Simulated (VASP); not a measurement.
# Y (Fm-3m) in VASP: notebook

One crystal, Y, is run at these levels: revPBE; tasks: single point, relaxation of cell and atoms.

Everything below comes from runs of VASP 6.6.1. Logs are shortened: lines on timing, memory, paths and dates and some standing lists are left out, and cuts for length are marked.

## 1. The structure

The structure is cubic, space group Fm-3m (No. 225). Conventional cell: a = 5.121 Å, b = 5.121 Å, c = 5.121 Å, α = 90.00°, β = 90.00°, γ = 90.00°. Y (site symmetry m-3m) has 12 Y at 3.62 Å as nearest neighbours.

The cell was built by a generator and needn't be a form met in nature.

## 2. Single point, revPBE

Input file INCAR:

```
PREC = Accurate
ENCUT = 520
EDIFF = 1E-6
ISMEAR = -1
SIGMA = 0.1
LREAL = False
LASPH = True
NELM = 100
ALGO = Normal
ISIF = 2
LWAVE = False
LCHARG = False
GGA = RE
NBANDS = 12
```

Input file KPOINTS:

```
Automatic mesh
0
Gamma
  11 11 11
```

Input file POSCAR:

```
Y
1.0
    0.0000000000      2.5603050175      2.5603050175
    2.5603050175      0.0000000000      2.5603050175
    2.5603050175      2.5603050175      0.0000000000
Y
1
Direct
    0.0000000000      0.0000000000      0.0000000000
```

Potentials or basis: VASP PAW PBE potentials, release 64 (Y_sv).

The run is started by

```
cat potpaw_PBE.64/Y_sv/POTCAR > POTCAR
mpirun -np 1 vasp_std > vasp.out
```

OUTCAR:

```text
PREC = Accurate
   ENCUT = 520
   EDIFF = 1E-6
   ISMEAR = -1
   LREAL = False
   LASPH = True
   NELM = 100
   ISIF = 2
   GGA = RE

 ion  position               nearest neighbor table
   1  0.000  0.000  0.000-

  LATTYP: Found a face centered cubic cell.
 ALAT       =     5.1206100350

  Lattice vectors:

 A1 = (   0.0000000000,   2.5603050175,   2.5603050175)
 A2 = (   2.5603050175,   0.0000000000,   2.5603050175)
 A3 = (   2.5603050175,   2.5603050175,   0.0000000000)

Analysis of symmetry for initial positions (statically):
=====================================================================
 Subroutine PRICEL returns:
 Original cell was already a primitive cell.

 Routine SETGRP: Setting up the symmetry group for a
 face centered cubic supercell.

 Subroutine GETGRP returns: Found 48 space group operations
 (whereof 48 operations were pure point group operations)
 out of a pool of 48 trial point group operations.

The static configuration has the point symmetry O_h .

Analysis of symmetry for dynamics (positions and initial velocities):
=====================================================================
 Subroutine PRICEL returns:
 Original cell was already a primitive cell.

 Routine SETGRP: Setting up the symmetry group for a
 face centered cubic supercell.

 Subroutine GETGRP returns: Found 48 space group operations
 (whereof 48 operations were pure point group operations)
 out of a pool of 48 trial point group operations.

The dynamic configuration has the point symmetry O_h .

 Subroutine INISYM returns: Found 48 space group operations
 (whereof 48 operations are pure point group operations),
 and found     1 'primitive' translations

----------------------------------------------------------------------------------------

                                     Primitive cell

  volume of cell :      33.5664

  direct lattice vectors                    reciprocal lattice vectors
     0.000000000  2.560305018  2.560305018    -0.195289232  0.195289232  0.195289232
     2.560305018  0.000000000  2.560305018     0.195289232 -0.195289232  0.195289232
     2.560305018  2.560305018  0.000000000     0.195289232  0.195289232 -0.195289232

  length of vectors
     3.620818080  3.620818080  3.620818080     0.338250872  0.338250872  0.338250872

  position of ions in fractional coordinates (direct lattice)
     0.000000000  0.000000000  0.000000000

  ion indices of the primitive-cell ions
   primitive index   ion index
                 1           1

----------------------------------------------------------------------------------------

 KPOINTS: Automatic mesh

Automatic generation of k-mesh.
 Grid dimensions read from file:
 generate k-points for:   11   11   11

 Generating k-lattice:

  Cartesian coordinates                     Fractional coordinates (reciprocal lattice)
    -0.017753567  0.017753567  0.017753567     0.090909091  0.000000000  0.000000000
     0.017753567 -0.017753567  0.017753567     0.000000000  0.090909091  0.000000000
     0.017753567  0.017753567 -0.017753567     0.000000000  0.000000000  0.090909091

  Length of vectors
     0.030750079  0.030750079  0.030750079

  Shift w.r.t. Gamma in fractional coordinates (k-lattice)
     0.000000000  0.000000000  0.000000000

 Subroutine IBZKPT returns following result:
 ===========================================

 Found     56 irreducible k-points:

 Following reciprocal coordinates:
            Coordinates               Weight
  0.000000  0.000000  0.000000      1.000000
  0.090909  0.000000  0.000000      8.000000
  0.181818  0.000000  0.000000      8.000000
  0.272727  0.000000  0.000000      8.000000
  0.363636  0.000000  0.000000      8.000000
  0.454545  0.000000  0.000000      8.000000
[... 16 lines left out ...]
 -0.272727  0.181818  0.000000     24.000000
 -0.181818  0.181818  0.000000     12.000000
 [... further k-points ...]
   k-points           NKPTS =     56   k-points in BZ     NKDIM =     56   number of bands    NBANDS=     12
   number of dos      NEDOS =    301   number of ions     NIONS =      1
   total plane-waves  NPLWV =  21952
   dimension x,y,z NGX =    28 NGY =   28 NGZ =   28
   dimension x,y,z NGXF=    56 NGYF=   56 NGZF=   56
   ions per type =               1
   NGX,Y,Z   is equivalent  to a cutoff of  12.86, 12.86, 12.86 a.u.
   NGXF,Y,Z  is equivalent  to a cutoff of  25.71, 25.71, 25.71 a.u.
 SYSTEM =  unknown system
   PREC   = accura    normal or accurate (medium, high low for compatibility)
   ISTART =      0    job   : 0-new  1-cont  2-samecut
   ICHARG =      2    charge: 1-file 2-atom 10-const
   ISPIN  =      1    spin polarized calculation?
   LNONCOLLINEAR =      F non collinear calculations
   LSORBIT =      F    spin-orbit coupling
   LASPH  =      T    aspherical Exc in radial PAW
   ENCUT  =  520.0 eV  38.22 Ry    6.18 a.u.   6.73  6.73  6.73*2*pi/ulx,y,z
   NELM   =    100;   NELMIN=  2; NELMDL= -5     # of ELM steps
   EDIFF  = 0.1E-05   stopping-criterion for ELM
   LREAL  =      F    real-space projection
   EDIFFG = 0.1E-04   stopping-criterion for IOM
   NSW    =      0    number of steps for IOM
   IBRION =     -1    ionic relax: 0-MD 1-quasi-New 2-CG
   NFREE  =      0    steps in history (QN), initial steepest desc. (CG)
   ISIF   =      2    stress and relaxation
   ISYM   =      2    0-nonsym 1-usesym 2-fastsym
   POTIM  = 0.5000    time-step for ionic-motion
   TEBEG  =    0.0;   TEEND  =   0.0 temperature during run
   PSTRESS=    0.0 pullay stress
   NELECT =      11.0000    total number of electrons
   NUPDOWN=      -1.0000    fix difference up-down
   EMIN   =  10.00;   EMAX   =-10.00  energy-range for DOS
   EFERMI =   0.00;   METHOD = LEGACY
   ISMEAR =    -1;   SIGMA  =   0.10  broadening in eV -4-tet -1-fermi 0-gaus
   EFERMI_NEDOS =   21; number of points for ismear=-14 and -15
   IALGO  =     38    algorithm
   IMIX   =      4    mixing-type and parameters
     AMIX     =   0.40;   BMIX     =  1.00
     AMIX_MAG =   1.60;   BMIX_MAG =  1.00
  volume/ion in A,a.u.               =      33.57       226.52
  Fermi-wavevector in a.u.,A,eV,Ry     =   1.128680  2.132895 17.332703  1.273918
  Thomas-Fermi vector in A             =   2.265370
   LORBIT       =      0    0 simple, 1 ext, 2 COOP (PROOUT), +10 PAW based schemes
   GGA     = RE    functional components
   LHFCALC =     F    Hartree Fock is set to
   AEXX    =    0.0000 exact exchange contribution
   IVDW    =     0    specifies the selected vdW correction
   LEPSILON=     F    determine dielectric tensor
   LRPA    =     F    only Hartree local field effects (RPA)
 non-spin polarized calculation
  energy-cutoff  :      520.00
  volume of cell :       33.57
 maximum number of plane-waves:       918
   NGX = 13   NGY = 13   NGZ = 13

 number of electron      11.0000001 magnetization

 Free energy of the ion-electron system (eV)
  ---------------------------------------------------
  ext. energy  EPLUGINS =         0.00000000
  ---------------------------------------------------
  free energy    TOTEN  =        -6.16762983 eV

  energy without entropy =       -6.11084613  energy(sigma->0) =       -6.13923798

 E-fermi :   3.0215     XC(G=0):  -9.2744

 val. band max:        3.0084661272   @ k =  -0.2727   0.4545   0.1818
 cond. band min:       3.0645893836   @ k =   0.2727   0.2727   0.0000
 fundamental gap:      0.0561232564
 Fermi energy:         3.0215424612

 k-point     1 :       0.0000    0.0000    0.0000
  band No.  band energies     occupation
      1     -39.7674      2.00000
      2     -19.4875      2.00000
      3     -19.4875      2.00000
      4     -19.4875      2.00000
      5      -1.6803      2.00000
      6       4.7891      0.00000
      7       4.7891      0.00000
      8       4.7891      0.00000
      9       6.7218      0.00000
     10       6.7218      0.00000
     11      11.8791      0.00000
     12      15.0728      0.00000

 k-point     2 :       0.0909    0.0000    0.0000
  band No.  band energies     occupation
      1     -39.7630      2.00000
      2     -19.5296      2.00000
      3     -19.4929      2.00000
      4     -19.4929      2.00000
      5      -1.4825      2.00000
      6       4.5696      0.00000
      7       4.8796      0.00000
      8       4.8796      0.00000
      9       6.6244      0.00000
     10       6.6244      0.00000
     11      12.3233      0.00000
     12      14.2076      0.00000

 k-point     3 :       0.1818    0.0000    0.0000
  band No.  band energies     occupation
      1     -39.7510      2.00000
      2     -19.6408      2.00000
      3     -19.5072      2.00000
      4     -19.5072      2.00000
      5      -0.9279      2.00000
      6       4.0885      0.00005
      7       5.0395      0.00000
      8       5.0395      0.00000
      9       6.5250      0.00000
     10       6.5250      0.00000
     11      12.7052      0.00000
     12      13.6358      0.00000
[... 286 lines left out ...]
 k-point    23 :      -0.2727    0.1818    0.0000
  band No.  band energies     occupation
      1     -39.7167      2.00000
      2     -19.8523      2.00000
      3     -19.6492      2.00000
      4     -19.5429      2.00000
      5       0.9820      2.00000
      6       3.3339      0.08433
      7       4.0753      0.00005
      8       5.3693      0.00000
      9       6.4305      0.00000
     10       8.4406      0.00000
     11      11.7252      0.00000
     12      13.8288      0.00000

 k-point    24 :      -0.1818    0.1818    0.0000
  band No.  band energies     occupation
      1     -39.7300      2.00000
      2     -19.7694      2.00000
      3     -19.6047      2.00000
      4     -19.5212      2.00000
      5       0.1689      2.00000
      6       3.5361      0.01158
      7       4.5388      0.00000
      8       5.6624      0.00000
      9       5.7219      0.00000
     10       7.7025      0.00000
     11      12.6482      0.00000
     12      14.7410      0.00000

 [... further k-points ...]

------------------------ aborting loop because EDIFF is reached ----------------------------------------

  FORCE on cell =-STRESS in cart. coord.  units (eV):
  Direction    XX          YY          ZZ          XY          YZ          ZX
  --------------------------------------------------------------------------------------
  -------------------------------------------------------------------------------------
  Total       -0.0285526     -0.0285526     -0.0285526     -0.0000000     -0.0000000      0.0000000
  in kB       -1.3628576     -1.3628576     -1.3628576     -0.0000000     -0.0000000      0.0000000
  external PRESSURE =      -1.3628576 kB  Pullay stress =       0.0000000 kB

 VOLUME and BASIS-vectors are now :
 -----------------------------------------------------------------------------
  energy-cutoff  :      520.00
  volume of cell :       33.57
      direct lattice vectors                 reciprocal lattice vectors
     0.000000000  2.560305018  2.560305018    -0.195289232  0.195289232  0.195289232
     2.560305018  0.000000000  2.560305018     0.195289232 -0.195289232  0.195289232
     2.560305018  2.560305018  0.000000000     0.195289232  0.195289232 -0.195289232

 POSITION                                       TOTAL-FORCE (eV/Angst)
 -----------------------------------------------------------------------------------
      0.00000      0.00000      0.00000         0.000000     -0.000000     -0.000000
 -----------------------------------------------------------------------------------
    total drift:                               -0.000000     -0.000000     -0.000000

  FREE ENERGIE OF THE ION-ELECTRON SYSTEM (eV)
  ---------------------------------------------------
  free  energy   TOTEN  =        -6.1676298276 eV

  energy  without entropy=       -6.1108461325  energy(sigma->0) =       -6.13923798
```

It took 28 s on 1 thread of Intel Xeon Platinum 8375C at 2.90GHz (Ice Lake), shared host; peak memory 0.18 GiB.

What came out:

* Free energy: -6.1676 eV
* Pressure: -0.1 GPa
* Band gap on the k mesh: none (metal or under the smearing width)

Caveat: the PAW data sets were made with another functional, which shifts forces and pressure a little.

## 3. Relaxation of cell and atoms, revPBE

This run uses another cell than the first one, of 33.01 Å³/atom, 0.983 times its volume.

Input file INCAR:

```
SYSTEM = Y
PREC = Accurate
ENCUT = 600
EDIFF = 1E-6
ISMEAR = -1
SIGMA = 0.1
LREAL = .FALSE.
LASPH = .TRUE.
NELM = 80
ALGO = Normal
ISIF = 3
LWAVE = .FALSE.
LCHARG = .FALSE.
GGA = RE
IBRION = 2
NSW = 80
EDIFFG = -0.01
```

Input file KPOINTS:

```
regular mesh
0
G
  11 11 11
  0 0 0
```

Input file POSCAR:

```
Y
1.0
    0.0000000000      2.5461215815      2.5461215815
    2.5461215815      0.0000000000      2.5461215815
    2.5461215815      2.5461215815      0.0000000000
Y
1
Direct
    0.0000000000      0.0000000000      0.0000000000
```

Potentials or basis: VASP PAW PBE potentials, release 64 (Y_sv).

The run is started by

```
cat potpaw_PBE.64/Y_sv/POTCAR > POTCAR
mpirun -np 1 vasp_std > vasp.out
```

Run time: 57 s. Hardware: 1 thread of Intel Xeon Platinum 8375C at 2.90GHz (Ice Lake), shared host; peak memory 0.2 GiB.

It converged, with:

* Free energy: -6.1677 eV
* Relaxed volume: 33.52 Å³/atom
* Relaxed cell: a = 3.619 Å, b = 3.619 Å, c = 3.619 Å, α = 60.00°, β = 60.00°, γ = 60.00°
* Space group after relaxing (to 0.05 Å): Fm-3m (No. 225)
* Energy gained by relaxing: 0.7 meV/atom
* Ionic steps: 2
* Pressure after relaxing: 0.0 GPa
* Band gap on the k mesh: none (metal or under the smearing width)

Step by step:
```
step  energy change (eV)  largest force (eV/Å)  pressure (GPa)  volume (Å³)
   1              0.0000                0.0000            0.51        33.01
   2             -0.0007                0.0000           -0.04        33.52
```

Final structure:
```xyz
1
Lattice="0.0000 2.5591 2.5591 2.5591 0.0000 2.5591 2.5591 2.5591 0.0000" Properties=species:S:1:pos:R:3 pbc="T T T"
Y     2.5591    5.1182    2.5591
```

Levels at points of the mesh, in eV from the Fermi level:
| k point | band 1 | band 2 | band 3 | band 4 | band 5 | band 6 | band 7 | band 8 | band 9 |
| --- | --- | --- | --- | --- | --- | --- | --- | --- | --- |
| (0.00, 0.00, 0.00) | -42.79 | -22.51 | -22.51 | -22.51 | -4.70 | 1.77 | 1.77 | 1.77 | 3.70 |

Caveat: the PAW data sets were made with another functional, which shifts forces and pressure a little.

## 4. Single point, revPBE

This run uses another cell than the first one, of 37.59 Å³/atom, 1.120 times its volume.

Input file INCAR:

```
SYSTEM = Y
PREC     = Accurate       ! precision mode
ENCUT    = 520            ! plane-wave cutoff, eV
EDIFF    = 1E-7           ! SCF threshold, eV
ISMEAR   = -1             ! smearing method
SIGMA    = 0.1            ! smearing width, eV
LREAL    = .False.        ! projectors in reciprocal space
LASPH    = .True.         ! aspherical terms in the spheres
NELM     = 80             ! most SCF steps
ALGO     = Normal         ! electronic algorithm
ISIF     = 2              ! what is computed and relaxed
LWAVE    = .False.        ! write WAVECAR
LCHARG   = .True.         ! write CHGCAR
GGA      = RE             ! functional
LELF     = .True.         ! ELF
LVHAR    = .True.       
NBANDS   = 12             ! bands
```

Input file KPOINTS:

```
Automatic mesh
0
Gamma
  12 12 12
  0 0 0
```

Input file POSCAR:

```
Y
1.0
    0.0000000000      2.6588737405      2.6588737405
    2.6588737405      0.0000000000      2.6588737405
    2.6588737405      2.6588737405      0.0000000000
Y
1
Direct
    0.0000000000      0.0000000000      0.0000000000
```

The run is started by

```
cat potpaw_PBE.64/Y_sv/POTCAR > POTCAR
mpirun -np 1 vasp_std > vasp.out
```

It took 64 s on 1 thread of Intel Xeon Platinum 8375C at 2.90GHz (Ice Lake), shared host; peak memory 0.18 GiB.

It converged, with:

```yaml
Free_energy: -6.1191 eV
Pressure: -3.5 GPa
Band_gap_on_the_k_mesh: none (metal or under the smearing width)
```

Levels at points of the mesh, in eV from the Fermi level:
| k point | band 3 | band 4 | band 5 | band 6 | band 7 | band 8 |
| --- | --- | --- | --- | --- | --- | --- |
| (0.00, 0.00, 0.00) | -22.88 | -22.88 | -4.50 | 1.63 | 1.63 | 1.63 |
| (0.50, 0.00, 0.00) | -22.93 | -22.93 | -1.80 | 0.26 | 1.51 | 1.51 |
| (0.50, 0.50, 0.00) | -23.00 | -23.00 | -1.44 | -0.63 | 1.53 | 4.50 |

Caveat: the PAW data sets were made with another functional, which shifts forces and pressure a little.

## 5. Overview

```csv
task,cell,k mesh,cutoff (eV),gap on the mesh (eV),pressure (GPa)
single point,"Fm-3m, 33.57 Å³/atom",11 × 11 × 11,520,none,-0.1
relaxation of cell and atoms,relaxed,11 × 11 × 11,600,none,0.0
single point,"Fm-3m, 37.59 Å³/atom",12 × 12 × 12,520,none,-3.5
```

Alike in all rows: level revPBE; potentials or basis VASP PAW PBE potentials, release 64 (Y_sv); no spin polarisation; smearing fermi-dirac 0.1 eV.

Caveats: the PAW data sets were made with another functional, which shifts forces and pressure a little.

Total energies depend on the potentials used, so only differences within one code and one set of settings carry meaning.
